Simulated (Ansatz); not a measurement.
# BeSe: the cost of one run

Program: Ansatz 0.2.0. Level of theory: DFT PBE, scalar-relativistic, plane waves, PAW. These are calculated values, not measurements.

1 further run of the same task is left out (set aside as unsound or not needed).

## (1) The starting structure

The structure is cubic, space group F-43m (No. 216). Conventional cell: a = 5.178 Å, b = 5.178 Å, c = 5.178 Å, α = 90.00°, β = 90.00°, γ = 90.00°. Be (site symmetry -43m) has 4 Se at 2.24 Å as nearest neighbours. Se (site symmetry -43m) is surrounded by 4 Be at 2.24 Å.

Structure file:

```cif
data_structure
_symmetry_space_group_name_H-M 'P 1'
_symmetry_Int_Tables_number 1
_cell_length_a 3.6612
_cell_length_b 3.6612
_cell_length_c 3.6612
_cell_angle_alpha 60.000
_cell_angle_beta 60.000
_cell_angle_gamma 60.000
_cell_volume 34.70
loop_
_atom_site_label
_atom_site_type_symbol
_atom_site_fract_x
_atom_site_fract_y
_atom_site_fract_z
_atom_site_occupancy
Be1 Be 0.00000 0.00000 0.00000 1
Se1 Se 0.25000 0.25000 0.25000 1
```

It is the result of an earlier relaxation at this level (volume 17.35 Å³/atom; gap on the mesh: 2.67 eV).

## (2) Static run: bands, density of states and charges

input.yaml reads:

```yaml
crystal:
  lattice:
    - [0.0, 2.5888345881, 2.5888345881]
    - [2.5888345881, 0.0, 2.5888345881]
    - [2.5888345881, 2.5888345881, 0.0]
  atoms:
    - { symbol: Be, position: [0.0, 0.0, 0.0] }
    - { symbol: Se, position: [0.25, 0.25, 0.25] }
basis:
  ecutwfc: 420
kpoints:
  mp_grid: { grid: [8, 8, 8] }
  band_path:
    path:
      - [[0.0, 0.0, 0.0], [-0.5, -0.5, 0.0], [-0.375, -0.375, 0.25]]
      - [[-0.375, 0.0, 0.375], [0.0, 0.0, 0.0], [0.0, 0.0, 0.5], [-0.5, -0.25, 0.25], [-0.5, -0.5, 0.0]]
    npoints: 14
hamiltonian:
  xc: pbe
scf:
  occupations: { method: gaussian, width: 0.02 }
  n_extra_bands: 6
output:
  forces: true
  stress: true
  eigenvalues: true
  populations: true
  dos: { projected: true, de: 0.02, nscf_kmesh: { grid: [12, 12, 12] } }
  bader: true
```

Started as:

```console
$ ansatz run input.yaml --threads 1 --pin off --max-ram 2560MiB --backend cpu --events-out ev --progress --plain --runs-dir out
```

What time and memory should one allow on 1 thread of AMD EPYC 9R14 (Zen 4), shared host?

About 18 s, with a peak of 0.35 GiB.
